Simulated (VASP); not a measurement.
# CdTe (F-43m) in VASP: settings compared

The runs below take CdTe through single point, with BLYP, RPBE+D4, PBE exchange alone, PBE.

All numbers are computed with VASP 6.6.1; they aren't measurements. Logs are shortened: lines on timing, memory, paths and dates and some standing lists are left out, and cuts for length are marked.

**Experimental background.**

From a printed reference work, data compilation, for a bulk crystal of CdTe at 0 K: band gap 1.607 eV.

How close the calculation comes is told below.

## (1) The cell of the first run

The structure is cubic, space group F-43m (No. 216). Conventional cell: a = 6.410 Å, b = 6.410 Å, c = 6.410 Å, α = 90.00°, β = 90.00°, γ = 90.00°. Within 3.7 Å of Te (site symmetry -43m) lie 4 Cd at 2.78 Å. Within 3.7 Å of Cd (site symmetry -43m) lie 4 Te at 2.78 Å.

## (2) Single point, BLYP

Input file INCAR:

```
PREC = Accurate ; ENCUT = 520
EDIFF = 1E-6 ; ISMEAR = -1
SIGMA = 0.05 ; LREAL = False
LASPH = True ; NELM = 100
ALGO = Normal ; ISIF = 2
LWAVE = False ; LCHARG = False
GGA = B5 ; ALDAX = 1.0
AGGAX = 1.0 ; AGGAC = 1.0
ALDAC = 0.0 ; NBANDS = 16
```

Input file KPOINTS:

```
Automatic mesh
0
Gamma
  7 7 7
```

Input file POSCAR:

```
CdTe
1.0
    0.0000000000      3.2050000000      3.2050000000
    3.2050000000      0.0000000000      3.2050000000
    3.2050000000      3.2050000000      0.0000000000
Te Cd
1 1
Direct
    0.7500000000      0.7500000000      0.7500000000
    0.0000000000      0.0000000000      0.0000000000
```

Potentials or basis: VASP PAW PBE potentials, release 64 (Te, Cd).

The run is started by

```console
cat potpaw_PBE.64/Te/POTCAR potpaw_PBE.64/Cd/POTCAR > POTCAR
mpirun -np 1 vasp_std > vasp.out
```

OUTCAR:

```text
PREC = Accurate
   ENCUT = 520
   EDIFF = 1E-6
   ISMEAR = -1
   LREAL = False
   LASPH = True
   NELM = 100
   ISIF = 2
   GGA = B5

 ion  position               nearest neighbor table
   1  0.750  0.750  0.750-   2 2.78   2 2.78   2 2.78   2 2.78
   2  0.000  0.000  0.000-   1 2.78   1 2.78   1 2.78   1 2.78

  LATTYP: Found a face centered cubic cell.
 ALAT       =     6.4100000000

  Lattice vectors:

 A1 = (   0.0000000000,   3.2050000000,   3.2050000000)
 A2 = (   3.2050000000,   0.0000000000,   3.2050000000)
 A3 = (   3.2050000000,   3.2050000000,   0.0000000000)

Analysis of symmetry for initial positions (statically):
=====================================================================
 Subroutine PRICEL returns:
 Original cell was already a primitive cell.

 Routine SETGRP: Setting up the symmetry group for a
 face centered cubic supercell.

 Subroutine GETGRP returns: Found 24 space group operations
 (whereof 24 operations were pure point group operations)
 out of a pool of 48 trial point group operations.

The static configuration has the point symmetry T_d .

Analysis of symmetry for dynamics (positions and initial velocities):
=====================================================================
 Subroutine PRICEL returns:
 Original cell was already a primitive cell.

 Routine SETGRP: Setting up the symmetry group for a
 face centered cubic supercell.

 Subroutine GETGRP returns: Found 24 space group operations
 (whereof 24 operations were pure point group operations)
 out of a pool of 48 trial point group operations.

The dynamic configuration has the point symmetry T_d .

 Subroutine INISYM returns: Found 24 space group operations
 (whereof 24 operations are pure point group operations),
 and found     1 'primitive' translations

----------------------------------------------------------------------------------------

                                     Primitive cell

  volume of cell :      65.8437

  direct lattice vectors                    reciprocal lattice vectors
     0.000000000  3.205000000  3.205000000    -0.156006240  0.156006240  0.156006240
     3.205000000  0.000000000  3.205000000     0.156006240 -0.156006240  0.156006240
     3.205000000  3.205000000  0.000000000     0.156006240  0.156006240 -0.156006240

  length of vectors
     4.532554467  4.532554467  4.532554467     0.270210734  0.270210734  0.270210734

  position of ions in fractional coordinates (direct lattice)
     0.750000000  0.750000000  0.750000000
     0.000000000  0.000000000  0.000000000

  ion indices of the primitive-cell ions
   primitive index   ion index
                 1           1
                 2           2

----------------------------------------------------------------------------------------

 KPOINTS: Automatic mesh

Automatic generation of k-mesh.
 Grid dimensions read from file:
 generate k-points for:    7    7    7

 Generating k-lattice:

  Cartesian coordinates                     Fractional coordinates (reciprocal lattice)
    -0.022286606  0.022286606  0.022286606     0.142857143  0.000000000  0.000000000
     0.022286606 -0.022286606  0.022286606     0.000000000  0.142857143  0.000000000
     0.022286606  0.022286606 -0.022286606     0.000000000  0.000000000  0.142857143

  Length of vectors
     0.038601533  0.038601533  0.038601533

  Shift w.r.t. Gamma in fractional coordinates (k-lattice)
     0.000000000  0.000000000  0.000000000

 Subroutine IBZKPT returns following result:
 ===========================================

 Found     20 irreducible k-points:

 Following reciprocal coordinates:
            Coordinates               Weight
  0.000000  0.000000  0.000000      1.000000
  0.142857  0.000000  0.000000      8.000000
  0.285714  0.000000  0.000000      8.000000
  0.428571  0.000000  0.000000      8.000000
  0.142857  0.142857  0.000000      6.000000
  0.285714  0.142857  0.000000     24.000000
[... 12 lines left out ...]
 -0.428571  0.428571  0.142857     24.000000
 -0.285714  0.428571  0.142857     24.000000
   k-points           NKPTS =     20   k-points in BZ     NKDIM =     20   number of bands    NBANDS=     16
   number of dos      NEDOS =    301   number of ions     NIONS =      2
   total plane-waves  NPLWV =  46656
   dimension x,y,z NGX =    36 NGY =   36 NGZ =   36
   dimension x,y,z NGXF=    72 NGYF=   72 NGZF=   72
   ions per type =               1   1
   NGX,Y,Z   is equivalent  to a cutoff of  13.20, 13.20, 13.20 a.u.
   NGXF,Y,Z  is equivalent  to a cutoff of  26.41, 26.41, 26.41 a.u.
 SYSTEM =  unknown system
   PREC   = accura    normal or accurate (medium, high low for compatibility)
   ISTART =      0    job   : 0-new  1-cont  2-samecut
   ICHARG =      2    charge: 1-file 2-atom 10-const
   ISPIN  =      1    spin polarized calculation?
   LNONCOLLINEAR =      F non collinear calculations
   LSORBIT =      F    spin-orbit coupling
   LASPH  =      T    aspherical Exc in radial PAW
   ENCUT  =  520.0 eV  38.22 Ry    6.18 a.u.   8.43  8.43  8.43*2*pi/ulx,y,z
   NELM   =    100;   NELMIN=  2; NELMDL= -5     # of ELM steps
   EDIFF  = 0.1E-05   stopping-criterion for ELM
   LREAL  =      F    real-space projection
   EDIFFG = 0.1E-04   stopping-criterion for IOM
   NSW    =      0    number of steps for IOM
   IBRION =     -1    ionic relax: 0-MD 1-quasi-New 2-CG
   NFREE  =      0    steps in history (QN), initial steepest desc. (CG)
   ISIF   =      2    stress and relaxation
   ISYM   =      2    0-nonsym 1-usesym 2-fastsym
   POTIM  = 0.5000    time-step for ionic-motion
   TEBEG  =    0.0;   TEEND  =   0.0 temperature during run
   PSTRESS=    0.0 pullay stress
   NELECT =      18.0000    total number of electrons
   NUPDOWN=      -1.0000    fix difference up-down
   EMIN   =  10.00;   EMAX   =-10.00  energy-range for DOS
   EFERMI =   0.00;   METHOD = LEGACY
   ISMEAR =    -1;   SIGMA  =   0.05  broadening in eV -4-tet -1-fermi 0-gaus
   EFERMI_NEDOS =   21; number of points for ismear=-14 and -15
   IALGO  =     38    algorithm
   IMIX   =      4    mixing-type and parameters
     AMIX     =   0.40;   BMIX     =  1.00
     AMIX_MAG =   1.60;   BMIX_MAG =  1.00
  volume/ion in A,a.u.               =      32.92       222.17
  Fermi-wavevector in a.u.,A,eV,Ry     =   1.062497  2.007828 15.359610  1.128899
  Thomas-Fermi vector in A             =   2.197950
   LORBIT       =      0    0 simple, 1 ext, 2 COOP (PROOUT), +10 PAW based schemes
   GGA     = B5    functional components
   LHFCALC =     F    Hartree Fock is set to
   AEXX    =    0.0000 exact exchange contribution
   IVDW    =     0    specifies the selected vdW correction
   LEPSILON=     F    determine dielectric tensor
   LRPA    =     F    only Hartree local field effects (RPA)
 non-spin polarized calculation
  energy-cutoff  :      520.00
  volume of cell :       65.84
 maximum number of plane-waves:      1807
 NGX is ok and might be reduce to    36
   NGX = 17   NGY = 17   NGZ = 17

 number of electron      17.9999995 magnetization

 Free energy of the ion-electron system (eV)
  ---------------------------------------------------
  ext. energy  EPLUGINS =         0.00000000
  ---------------------------------------------------
  free energy    TOTEN  =        -3.59868649 eV

  energy without entropy =       -3.59868370  energy(sigma->0) =       -3.59868509

 E-fermi :   3.5187     XC(G=0):  -8.2149

 val. band max:        3.0770694391   @ k =   0.0000   0.0000   0.0000
 cond. band min:       3.8983097272   @ k =   0.0000   0.0000   0.0000
 fundamental gap:      0.8212402882
 Fermi energy:         3.5186610835

 k-point     1 :       0.0000    0.0000    0.0000
  band No.  band energies     occupation
      1      -8.3048      2.00000
      2      -5.3942      2.00000
      3      -5.3942      2.00000
      4      -5.3942      2.00000
      5      -5.1125      2.00000
      6      -5.1125      2.00000
[... 8 lines left out ...]
     15      12.6008      0.00000
     16      12.6008      0.00000

 k-point     2 :       0.1429    0.0000    0.0000
  band No.  band energies     occupation
      1      -8.2258      2.00000
      2      -5.3789      2.00000
      3      -5.3789      2.00000
      4      -5.3310      2.00000
      5      -5.1137      2.00000
      6      -5.1137      2.00000
[... 8 lines left out ...]
     15      11.7802      0.00000
     16      11.7802      0.00000

 k-point     3 :       0.2857    0.0000    0.0000
  band No.  band energies     occupation
      1      -8.0482      2.00000
      2      -5.3479      2.00000
      3      -5.3479      2.00000
      4      -5.1132      2.00000
      5      -5.1119      2.00000
      6      -5.1119      2.00000
[... 8 lines left out ...]
     15      11.7994      0.00000
     16      11.7994      0.00000

 k-point     4 :       0.4286    0.0000    0.0000
  band No.  band energies     occupation
      1      -7.9090      2.00000
      2      -5.3281      2.00000
      3      -5.3281      2.00000
      4      -5.1045      2.00000
      5      -5.1045      2.00000
      6      -4.7977      2.00000
[... 8 lines left out ...]
     15      13.0364      0.00000
     16      13.0364      0.00000
[... 248 lines left out ...]
 k-point    18 :      -0.4286    0.2857    0.1429
  band No.  band energies     occupation
      1      -7.8269      2.00000
      2      -5.2928      2.00000
      3      -5.2796      2.00000
      4      -5.1402      2.00000
      5      -5.1051      2.00000
      6      -4.6532      2.00000
[... 8 lines left out ...]
     15      13.2329      0.00000
     16      14.1761      0.00000

 k-point    19 :      -0.4286    0.4286    0.1429
  band No.  band energies     occupation
      1      -7.7842      2.00000
      2      -5.2556      2.00000
      3      -5.2536      2.00000
      4      -5.1734      2.00000
      5      -5.0940      2.00000
      6      -4.5872      2.00000
[... 8 lines left out ...]
     15      14.0141      0.00000
     16      14.7776      0.00000

 k-point    20 :      -0.2857    0.4286    0.1429
  band No.  band energies     occupation
      1      -7.7743      2.00000
      2      -5.2704      2.00000
      3      -5.2544      2.00000
      4      -5.1469      2.00000
      5      -5.1094      2.00000
      6      -4.5143      2.00000
[... 8 lines left out ...]
     15      13.4243      0.00000
     16      15.3051      0.00000

------------------------ aborting loop because EDIFF is reached ----------------------------------------

  FORCE on cell =-STRESS in cart. coord.  units (eV):
  Direction    XX          YY          ZZ          XY          YZ          ZX
  --------------------------------------------------------------------------------------
  -------------------------------------------------------------------------------------
  Total        2.9823443      2.9823443      2.9823443      0.0000000      0.0000000     -0.0000000
  in kB       72.5695223     72.5695223     72.5695223      0.0000000      0.0000000     -0.0000000
  external PRESSURE =      72.5695223 kB  Pullay stress =       0.0000000 kB

 VOLUME and BASIS-vectors are now :
 -----------------------------------------------------------------------------
  energy-cutoff  :      520.00
  volume of cell :       65.84
      direct lattice vectors                 reciprocal lattice vectors
     0.000000000  3.205000000  3.205000000    -0.156006240  0.156006240  0.156006240
     3.205000000  0.000000000  3.205000000     0.156006240 -0.156006240  0.156006240
     3.205000000  3.205000000  0.000000000     0.156006240  0.156006240 -0.156006240

 POSITION                                       TOTAL-FORCE (eV/Angst)
 -----------------------------------------------------------------------------------
      4.80750      4.80750      4.80750        -0.000000     -0.000000     -0.000000
      0.00000      0.00000      0.00000         0.000000      0.000000      0.000000
 -----------------------------------------------------------------------------------
    total drift:                               -0.000001     -0.000001     -0.000001

  FREE ENERGIE OF THE ION-ELECTRON SYSTEM (eV)
  ---------------------------------------------------
  free  energy   TOTEN  =        -3.5986864852 eV

  energy  without entropy=       -3.5986837038  energy(sigma->0) =       -3.59868509
```

Wall time 56 s (1 thread of AMD EPYC 7R43 (Zen 3), shared host); peak memory 0.18 GiB.

What came out:

* Free energy: -3.5987 eV
* Pressure: 7.3 GPa
* Band gap on the k mesh: 0.82 eV

Caveat: the cell stands under pressure; the PAW data sets were made with another functional, which shifts forces and pressure a little; spin-orbit coupling is left out, which moves the levels of the heavy elements.

(Continued in part 2 of 2.)
